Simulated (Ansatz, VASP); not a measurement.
**Te2Mo: VASP beside Ansatz**

```xyz
6
Lattice="3.4492 0.0000 0.0000 -1.7246 2.9871 0.0000 0.0000 0.0000 13.5160" Properties=species:S:1:pos:R:3 pbc="T T T"
Te    0.0000    1.9914    8.3440
Te    1.7246    0.9957    1.5860
Te    0.0000    1.9914   11.9300
Te    1.7246    0.9957    5.1720
Mo    0.0000    1.9914    3.3790
Mo    1.7246    0.9957   10.1370
```

Alike in both runs: task relaxation of shape and atoms at fixed volume; functional PBE; dispersion D3(BJ); k mesh 10 × 10 × 2; occupations gaussian, width 0.05 eV; no spin polarisation.

|  | VASP | Ansatz |
| --- | --- | --- |
| version | VASP 6.6.1 | Ansatz 0.2.0 |
| potentials or method | VASP PAW PBE potentials, release 64 (Te, Mo_sv) | scalar-relativistic, plane waves, PAW |
| plane-wave cutoff (eV) | 600 | 420 |
| valence electrons in the cell | 52 | 92 |

```tsv
	VASP	Ansatz	Ansatz less VASP
gap on the k mesh at the Fermi level, each at its own relaxed structure (eV)	0.39	0.41	+0.016
relaxed volume (Å³/atom)	23.21	23.21	0.000
relaxed cell length with the largest relative difference (Å)	13.417	13.417	+0.0007
energy change over the relaxation (meV/atom)	-8	-7	+0.3
```

The two sets of potentials don't hold the same shells in valence.

Caveats: spin-orbit coupling is left out, which moves the levels of the heavy elements.
